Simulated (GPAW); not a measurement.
# SnTe (Fm-3m) in GPAW: settings compared

Aim: see how the results for SnTe move with the level of theory and the settings. Levels: RPBE, GLLB-SC, TPSS+D4. Tasks: dielectric tensor, equation of state.

All numbers are computed with GPAW 26.7.0; they aren't measurements. Logs are shortened: lines on timing, memory, paths and dates and some standing lists are left out, and cuts for length are marked. The log counts tension as positive stress, the text compression.

**The experiment to reproduce.**

From a printed reference work, textbook, for a bulk crystal of SnTe at 300 K: band gap 0.18 eV (direct).

How close the calculation comes is told below.

### 1 Starting point

The structure is cubic, space group Fm-3m (No. 225). The conventional cell has a = 6.302 Å, b = 6.302 Å, c = 6.302 Å, α = 90.00°, β = 90.00°, γ = 90.00°. Te (site symmetry m-3m) has 6 Sn at 3.15 Å as nearest neighbours. Sn (site symmetry m-3m) is surrounded by 6 Te at 3.15 Å.

### 2 Dielectric tensor, RPBE

The input, run.py:

```python
import numpy as np
from ase.dft.bandgap import bandgap
from ase.io import read, write
from gpaw import GPAW, PW
from gpaw.response.df import DielectricFunction

atoms = read('POSCAR')

calc = GPAW(mode=PW(400),
            xc='RPBE',
            kpts={'size': (6, 6, 6), 'gamma': True},
            occupations={'name': 'fermi-dirac', 'width': 0.001},
            nbands=19,
            convergence={'density': 1e-06},
            maxiter=150,
            txt='gpaw.txt')
atoms.calc = calc
energy = atoms.get_potential_energy()
calc.write('gs.gpw')
write('result.traj', atoms)
print(f'Energy: {energy:.6f} eV')
print('Fermi level:', round(calc.get_fermi_level(), 4), 'eV')
print(f'Gap: {bandgap(calc)[0]:.4f} eV, direct: {bandgap(calc, direct=True)[0]:.4f} eV')

for size in [(18, 18, 18)]:
    name = 'x'.join(str(n) for n in size)
    dense = calc.fixed_density(kpts={'size': size, 'gamma': True},
                               nbands=36, convergence={'bands': 30, 'eigenstates': 1e-7},
                               update_fermi_level=True, txt=f'dense-{name}.txt')
    dense.write(f'{name}.gpw', mode='all')
    df = DielectricFunction(f'{name}.gpw', frequencies=np.array([0.0]), hilbert=False, eta=0.001,
                            ecut=80, nbands=30, intraband=False, txt=f'df-{name}.txt')
    for xc in ['RPA']:
        for direction in ['x', 'y', 'z', [0, 1, 1], [1, 0, 1], [1, 1, 0]]:
            e0, e = df.get_macroscopic_dielectric_constant(xc=xc, direction=direction)
            print(f'{name} {xc} {direction}: {e0:.4f} without, {e:.4f} with local fields')
```

The input, POSCAR:

```
SnTe
1.0
    0.0000000000      3.1508500000      3.1508500000
    3.1508500000      0.0000000000      3.1508500000
    3.1508500000      3.1508500000      0.0000000000
Te Sn
1 1
Direct
    0.5000000000      0.5000000000      0.5000000000
    0.0000000000      0.0000000000      0.0000000000
```

Potentials or basis: the program's PAW data sets (release 1.2.1) made for this functional, pw.

Launch:

```sh
$ OMP_NUM_THREADS=1 python run.py
```

gpaw.txt:

```text
__  _  _
 | _ |_)|_||  |
 |__||  | ||/\| - 26.7.0

Input parameters:
  mode=PW(ecut=400.0),
  convergence={'density': 1e-06},
  kpts=MonkhorstPack(size=(6, 6, 6), gamma=True),
  maxiter=150,
  nbands=19,
  occupations=Occupations(name='fermi-dirac', width=0.001),
  xc=XC(name='RPBE')

Diagonalizing LCAO Hamiltonian
Converting LCAO to pw mode

                 Te

       Sn

Atoms  # Å, Bohr magnetons
|   | symbol |        x |        y |        z |    initial magnetic moments |
|---|--------|----------|----------|----------|-----------------------------|
| 0 |     Te | 3.150850 | 3.150850 | 3.150850 | ( 0.0000,  0.0000,  0.0000) |
| 1 |     Sn | 0.000000 | 0.000000 | 0.000000 | ( 0.0000,  0.0000,  0.0000) |

Unit cell  # Å
| periodic |        x |        y |        z |  lengths |    angles |
|----------|----------|----------|----------|----------|-----------|
|      yes | 0.000000 | 3.150850 | 3.150850 | 4.455975 | 60.000000 |
|      yes | 3.150850 | 0.000000 | 3.150850 | 4.455975 | 60.000000 |
|      yes | 3.150850 | 3.150850 | 0.000000 | 4.455975 | 60.000000 |

Number of symmetries: 48
Symmetry operations  # r_c * U_cc + t_c -> r_c
|    | kind |            matrix            |
|----|------|------------------------------|
|  0 |  σ   |  1, 0, 0,  1, 0,-1,  1,-1, 0 |
|  1 |  C2  |  1, 0, 0,  1,-1, 0,  1, 0,-1 |
|  2 |  E   |  1, 0, 0,  0, 1, 0,  0, 0, 1 |
|  3 |  σ   |  1, 0, 0,  0, 0, 1,  0, 1, 0 |
|  4 |  C4  |  1, 0,-1,  1, 0, 0,  1,-1, 0 |
|  5 |  S6  |  1, 0,-1,  1,-1, 0,  1, 0, 0 |
|  6 |  σ   |  1, 0,-1,  0, 1,-1,  0, 0,-1 |
|  7 |  C3  |  1, 0,-1,  0, 0,-1,  0, 1,-1 |
|  8 |  S6  |  1,-1, 0,  1, 0, 0,  1, 0,-1 |
|  9 |  C4  |  1,-1, 0,  1, 0,-1,  1, 0, 0 |
| 10 |  C3  |  1,-1, 0,  0,-1, 1,  0,-1, 0 |
| 11 |  σ   |  1,-1, 0,  0,-1, 0,  0,-1, 1 |
| 12 |  σ   |  0, 1, 0,  1, 0, 0,  0, 0, 1 |
| 13 |  C4  |  0, 1, 0,  0, 1,-1, -1, 1, 0 |
| 14 |  C3  |  0, 1, 0,  0, 0, 1,  1, 0, 0 |
| 15 |  S6  |  0, 1, 0, -1, 1, 0,  0, 1,-1 |
| 16 |  C2  |  0, 1,-1,  1, 0,-1,  0, 0,-1 |
| 17 |  σ   |  0, 1,-1,  0, 1, 0, -1, 1, 0 |
| 18 |  S4  |  0, 1,-1,  0, 0,-1,  1, 0,-1 |
| 19 |  C4  |  0, 1,-1, -1, 1, 0,  0, 1, 0 |
| 20 |  C3  |  0, 0, 1,  1, 0, 0,  0, 1, 0 |
| 21 |  σ   |  0, 0, 1,  0, 1, 0,  1, 0, 0 |
| 22 |  S6  |  0, 0, 1,  0,-1, 1, -1, 0, 1 |
| 23 |  C4  |  0, 0, 1, -1, 0, 1,  0,-1, 1 |
| 24 |  S4  |  0, 0,-1,  1, 0,-1,  0, 1,-1 |
| 25 |  C3  |  0, 0,-1,  0, 1,-1,  1, 0,-1 |
| 26 |  C2  |  0, 0,-1,  0,-1, 0, -1, 0, 0 |
| 27 |  S6  |  0, 0,-1, -1, 0, 0,  0,-1, 0 |
| 28 |  S4  |  0,-1, 1,  1,-1, 0,  0,-1, 0 |
| 29 |  C4  |  0,-1, 1,  0, 0, 1, -1, 0, 1 |
| 30 |  C2  |  0,-1, 1,  0,-1, 0,  1,-1, 0 |
| 31 |  σ   |  0,-1, 1, -1, 0, 1,  0, 0, 1 |
| 32 |  C3  |  0,-1, 0,  1,-1, 0,  0,-1, 1 |
| 33 |  S6  |  0,-1, 0,  0, 0,-1, -1, 0, 0 |
| 34 |  S4  |  0,-1, 0,  0,-1, 1,  1,-1, 0 |
| 35 |  C2  |  0,-1, 0, -1, 0, 0,  0, 0,-1 |
| 36 |  C2  | -1, 1, 0,  0, 1, 0,  0, 1,-1 |
| 37 |  S6  | -1, 1, 0,  0, 1,-1,  0, 1, 0 |
| 38 |  S4  | -1, 1, 0, -1, 0, 1, -1, 0, 0 |
| 39 |  C3  | -1, 1, 0, -1, 0, 0, -1, 0, 1 |
| 40 |  S6  | -1, 0, 1,  0, 0, 1,  0,-1, 1 |
| 41 |  C2  | -1, 0, 1,  0,-1, 1,  0, 0, 1 |
| 42 |  C3  | -1, 0, 1, -1, 1, 0, -1, 0, 0 |
| 43 |  S4  | -1, 0, 1, -1, 0, 0, -1, 1, 0 |
| 44 |  C2  | -1, 0, 0,  0, 0,-1,  0,-1, 0 |
| 45 |  i   | -1, 0, 0,  0,-1, 0,  0, 0,-1 |
| 46 |  σ   | -1, 0, 0, -1, 1, 0, -1, 0, 1 |
| 47 |  C2  | -1, 0, 0, -1, 0, 1, -1, 1, 0 |

BZ-sampling:
  Number of BZ points: 216
  Number of IBZ points: 16

  Monkhorst-Pack size: [6, 6, 6]
  Monkhorst-Pack shift: [0.08333333333333333, 0.08333333333333333, 0.08333333333333333]

K-points  # in reciprocal-cell coordinates
|     |                                coordinates |     weight |
|-----|--------------------------------------------|------------|
|   0 | (  0.00000000,   0.00000000,   0.00000000) | 0.00462963 |
|   1 | (  0.16666667,   0.16666667,   0.00000000) | 0.02777778 |
|   2 | (  0.16666667,   0.16666667,   0.16666667) | 0.03703704 |
|   3 | (  0.33333333,   0.16666667,   0.16666667) | 0.05555556 |
|   4 | (  0.33333333,   0.33333333,  -0.33333333) | 0.05555556 |
|   5 | (  0.33333333,   0.33333333,   0.00000000) | 0.02777778 |
|   6 | (  0.33333333,   0.33333333,   0.16666667) | 0.11111111 |
|   7 | (  0.33333333,   0.33333333,   0.33333333) | 0.03703704 |
|   8 | (  0.50000000,   0.33333333,  -0.33333333) | 0.11111111 |
|   9 | (  0.50000000,   0.33333333,  -0.16666667) | 0.05555556 |
| ... |                                            |            |
|  15 | (  0.50000000,   0.50000000,   0.50000000) | 0.01851852 |

Plane wave coefficients: 1158
Cutoff: 400.0 eV

Spin-components: 1 (collinear spins)
Bands:           19
Projectors:      11
Spin-degeneracy: 2
Datatype:        complex128

Parallelization:
  kpt:    1
  domain: 1
  band:   1

Density:
  Valence electrons: 20.0
  Components: 1
  Grid points: [21 21 21]
  Charge: 0.0  # |e|

Potential:
  Grid points: [21 21 21]

species:
  Te:
    name:    Tellurium
    Z:       52.0
    valence: 6
    core:    46
    charge:  0.0  # [|e|]
    compensation charges:
      type: gauss
      rc: 0.36  # [Å]
      lmax: 2
    cutoffs:
      filter: 2.09  # [Å]
      core: 3.17  # [Å]
    projectors
    | kind |    occ | energy [eV] | rcut [Å] |
    |------|--------|-------------|----------|
    |   5s |  2.000 |     -15.026 |    1.180 |
    |   5p |  4.000 |      -5.917 |    1.196 |
    |    s |        |      12.185 |    1.180 |
    |    p |        |      21.294 |    1.196 |
    |    d |        |       0.000 |    1.238 |

    Using partial waves for Te as LCAO basis

  Sn:
    name:    Tin
    Z:       50.0
    valence: 14
    core:    36
    charge:  0.0  # [|e|]
    compensation charges:
      type: gauss
      rc: 0.38  # [Å]
      lmax: 2
    cutoffs:
      filter: 2.23  # [Å]
      core: 2.35  # [Å]
    projectors
    | kind |    occ | energy [eV] | rcut [Å] |
    |------|--------|-------------|----------|
    |   5s |  2.000 |     -10.465 |    1.201 |
    |   5p |  2.000 |      -3.644 |    1.270 |
    |   4d | 10.000 |     -25.852 |    1.185 |
    |    s |        |      16.747 |    1.201 |
    |    p |        |      23.567 |    1.270 |
    |    d |        |       1.359 |    1.185 |

    Using partial waves for Sn as LCAO basis

Reference energy: -352819.508013  # eV

eigensolver:
  PPCG
  Converge bands: occupied
  niter=2

density mixing:
  MSR1-Mixer
  Pratt-step length: 0.05
  Maximum mixing coefficient: 0.75
  Old densities: 10
  SVD Regularization: 0.005
  Good broyden scale: 1.0
  Trust region scale: 1.0
  Backstep threshold: 4.0
  History deletion threshold: 6.0
  Fourier metric: weight=20.0, sigma=0.015

occupation numbers:
  Fermi-Dirac:
    width: 0.0010  # eV

poisson solver:
  ecut: 3200.0  # eV

xc functional:
  name: RPBE with 2 nearest neighbor stencil

convergence criteria:
- Maximum integral of absolute [dens]ity change: 1e-06 electrons / valence electron
- Maximum [total energy] change in last 3 cyles: 0.0005 eV / valence electron
- Maximum integral of absolute [eigenst]ate change: 4e-08 eV^2 / valence electron
maximum number of iterations: 150

SCF iterations
|iter     | |      energy | eigst |  dens |
|---------|-|-------------|-------|-------|
|iter:   1| |   -6.982371 | -0.21 |       |
|iter:   2| |   -6.976155 | -2.36 | -1.48 |
|iter:   3| |   -6.948339 | -2.69 | -1.51 |
|iter:   4| |   -6.950549 | -4.13 | -2.11 |
|iter:   5| |   -6.950937c| -4.74 | -2.59 |
|iter:   6| |   -6.950947c| -6.04 | -3.29 |
|iter:   7| |   -6.950947c| -7.40 | -4.18 |
|iter:   8| |   -6.950947c| -7.46c| -4.69 |
|iter:   9| |   -6.950947c| -8.12c| -5.61 |
|iter:  10| |   -6.950947c| -8.61c| -6.29c|

Converged in 10 steps
Energy contributions relative to reference atoms: (reference = -352819.508013)

Energy contributions:
  Kinetic:          18.052831
  Coulomb:         -17.834303
  Zero:              0.241978
  External:          0.000000
  Xc:               -7.411453
  Entropy:          -0.000000
  Spinorbit:         0.000000
  ----------------------------
  Free energy:      -6.950947
  Extrapolated:     -6.950947

dipole moment: (-21.314782, -21.314782, -21.314782)  # |e|*Ang

Fermi level: 6.649
Eigenvalues  # (at kpt = [0.000, 0.000, 0.000])
| band index |      eig [eV] | occ [0-2] |
|------------|---------------|-----------|
|          0 |       -15.375 |     2.000 |
|        ... |               |           |
|          2 |       -15.370 |     2.000 |
|          3 |       -15.370 |     2.000 |
|          4 |       -15.370 |     2.000 |
|          5 |        -6.203 |     2.000 |
|          6 |         1.971 |     2.000 |
|          7 |         4.408 |     2.000 |
[... 9 lines left out ...]
|         17 |        13.457 |     0.000 |
|         18 |        13.496 |     0.000 |

Gap: 0.083 eV
Transition (v -> c):
  (s=0, k=15, n=9, [0.50, 0.50, 0.50]) -> (s=0, k=15, n=10, [0.50, 0.50, 0.50])
No difference between direct/indirect transitions
# Writing to gs.gpw (mode='')
```

Run time: 2.4 min. Hardware: 1 thread of Intel Xeon 6975P-C (Granite Rapids), shared host; peak memory 0.46 GiB.

What came out:

| Property | Result |
| --- | --- |
| Free energy | -6.9509 eV |
| Band gap on the k mesh | 0.08 eV, direct |
| Electronic dielectric tensor (diagonal) | 91.17 |

Electronic dielectric tensor:
```
91.17  0.00  0.00
 0.00 91.17  0.00
 0.00  0.00 91.17
```

Caveat: the gap is small at this level, which inflates the dielectric constant; the long-wavelength limit can be off by a per cent or two; spin-orbit coupling is left out, which moves the levels of the heavy elements.

### 3 Dielectric tensor, GLLB-SC

Edit run.py of step 2 so:

```diff
@@ -9,3 +9,3 @@
 calc = GPAW(mode=PW(400),
-            xc='RPBE',
+            xc='GLLBSC',
             kpts={'size': (6, 6, 6), 'gamma': True},
@@ -20,3 +20,2 @@
 write('result.traj', atoms)
-print(f'Energy: {energy:.6f} eV')
 print('Fermi level:', round(calc.get_fermi_level(), 4), 'eV')
```

POSCAR is that of step 2.

Potentials or basis: the program's PAW data sets (release 1.2.1) made for this functional, pw.

Launch:

```sh
$ OMP_NUM_THREADS=1 python run.py
```

gpaw.txt:

```text
___ ___ ___ _ _ _
 |   |   |_  | | | |
 | | | | | . | | | |
 |__ |  _|___|_____|  26.7.0
 |___|_|

Input parameters:
  convergence: {density: 1e-06}
  kpts: {gamma: True,
         size: (6, 6, 6)}
  maxiter: 150
  mode: {ecut: 400.0,
         name: pw}
  nbands: 19
  occupations: {name: fermi-dirac,
                width: 0.001}
  xc: GLLBSC

System changes: positions, numbers, cell, pbc, initial_charges, initial_magmoms

Initialize ...

species:
  Te:
    name:    Tellurium
    Z:       52.0
    valence: 6
    core:    46
    charge:  0.0  # [|e|]
    compensation charges:
      type: gauss
      rc: 0.36  # [Å]
      lmax: 2
    cutoffs:
      filter: 2.09  # [Å]
      core: 3.17  # [Å]
    projectors
    | kind |    occ | energy [eV] | rcut [Å] |
    |------|--------|-------------|----------|
    |   5s |  2.000 |     -17.259 |    1.180 |
    |   5p |  4.000 |      -8.515 |    1.196 |
    |    s |        |       9.952 |    1.180 |
    |    p |        |      18.697 |    1.196 |
    |    d |        |       0.000 |    1.238 |

    Using partial waves for Te as LCAO basis

  Sn:
    name:    Tin
    Z:       50.0
    valence: 14
    core:    36
    charge:  0.0  # [|e|]
    compensation charges:
      type: gauss
      rc: 0.38  # [Å]
      lmax: 2
    cutoffs:
      filter: 2.23  # [Å]
      core: 2.35  # [Å]
    projectors
    | kind |    occ | energy [eV] | rcut [Å] |
[... 112 lines left out ...]
  |  1.000 | XC         | GGA_C_PBE_SOL with 2 nearest neighbor stencil |
  -----------------------------------------------------------------------

Number of atoms: 2
Number of atomic orbitals: 13
Number of bands in calculation: 19
Number of valence electrons: 20
Bands to converge: occupied

... initialized

Initializing position-dependent things.

Density initialized from atomic densities
Creating initial wave functions:
  13 bands from LCAO basis set
  6 bands from random numbers

                 Te

       Sn

Atomic positions and initial magnetic moments

Positions:
   0 Te     3.150850    3.150850    3.150850    ( 0.0000,  0.0000,  0.0000)
   1 Sn     0.000000    0.000000    0.000000    ( 0.0000,  0.0000,  0.0000)

Unit cell:
           periodic     x           y           z      points  spacing
  1. axis:    yes    0.000000    3.150850    3.150850    21     0.1733
  2. axis:    yes    3.150850    0.000000    3.150850    21     0.1733
  3. axis:    yes    3.150850    3.150850    0.000000    21     0.1733

  Lengths:   4.455975   4.455975   4.455975
  Angles:   60.000000  60.000000  60.000000

Effective grid spacing dv^(1/3) = 0.1890

iter:   1    -8.643288
iter:   2    -8.723882   -1.13  -1.36
iter:   3    -8.606272   -1.71  -1.32
iter:   4    -8.656611   -2.23  -1.67
iter:   5    -8.715630   -2.52  -1.61
iter:   6    -8.772854   -3.13  -1.79
iter:   7    -8.711920   -3.01  -1.98
iter:   8    -8.714741   -4.24  -2.36
iter:   9    -8.716120c  -4.86  -2.93
iter:  10    -8.716563c  -5.11  -3.01
iter:  11    -8.719106c  -6.00  -3.46
iter:  12    -8.718561c  -6.30  -3.67
iter:  13    -8.719649c  -7.34  -3.69
iter:  14    -8.720315c  -7.03  -3.87
iter:  15    -8.720341c  -8.16c -4.59
iter:  16    -8.720701c  -8.23c -4.77
iter:  17    -8.720564c  -8.92c -4.88
iter:  18    -8.720602c -10.07c -5.56
iter:  19    -8.720621c -10.05c -5.60
iter:  20    -8.720626c -10.76c -6.09c

Converged after 20 iterations.

Dipole moment: (-0.000000, 0.000000, 0.000000) |e|*Ang

Energy contributions relative to reference atoms: (reference = -352647.403780)

Kinetic:        +45.044629
Potential:      -41.378906
External:        +0.000000
XC:             -11.447755
Entropy (-ST):   -0.000000
Local:           -0.938594
SIC:             +0.000000
--------------------------
Free energy:     -8.720626
Extrapolated:    -8.720626

GLLBSC response reference energy: 6.46959 eV (from HOMO)

Showing only first 2 kpts
 Kpt  Band  Eigenvalues  Occupancy
  0     8      4.15849    2.00000
  0     9      4.15849    2.00000
  0    10      9.80874    0.00000
  0    11      9.80877    0.00000

  1     8      3.67504    2.00000
  1     9      5.53335    2.00000
  1    10      7.41211    0.00000
  1    11      9.95967    0.00000

Fermi level: 6.47895

Gap: 0.019 eV
Transition (v -> c):
  (s=0, k=15, n=9, [0.50, 0.50, 0.50]) -> (s=0, k=15, n=10, [0.50, 0.50, 0.50])
No difference between direct/indirect transitions
Writing to gs.gpw (mode='')
```

stdout:

```text
Fermi level: 6.479 eV
Gap: 0.0187 eV, direct: 0.0187 eV
18x18x18 RPA x: 2980.3524 without, 2904.6196 with local fields
18x18x18 RPA y: 2980.3524 without, 2904.6196 with local fields
18x18x18 RPA z: 2980.3524 without, 2904.6196 with local fields
18x18x18 RPA [0, 1, 1]: 2980.3524 without, 2904.6196 with local fields
18x18x18 RPA [1, 0, 1]: 2980.3524 without, 2904.6196 with local fields
18x18x18 RPA [1, 1, 0]: 2980.3524 without, 2904.6196 with local fields
```

It took 2.9 min on 1 thread of Intel Xeon 6975P-C (Granite Rapids), shared host; peak memory 0.44 GiB.

Results:

| Property | Result |
| --- | --- |
| Band gap on the k mesh, Kohn-Sham part alone | 0.02 eV, direct |
| Electronic dielectric tensor (diagonal) | 2904.62 |

Electronic dielectric tensor:
```
2904.62    0.00    0.00
   0.00 2904.62    0.00
   0.00    0.00 2904.62
```

Caveat: the gap is small at this level, which inflates the dielectric constant; a model potential gives levels but no total energy; the long-wavelength limit can be off by a per cent or two; response on these states lacks terms of the Hamiltonian; spin-orbit coupling is left out, which moves the levels of the heavy elements.

(Part 1 of 2 ends here.)
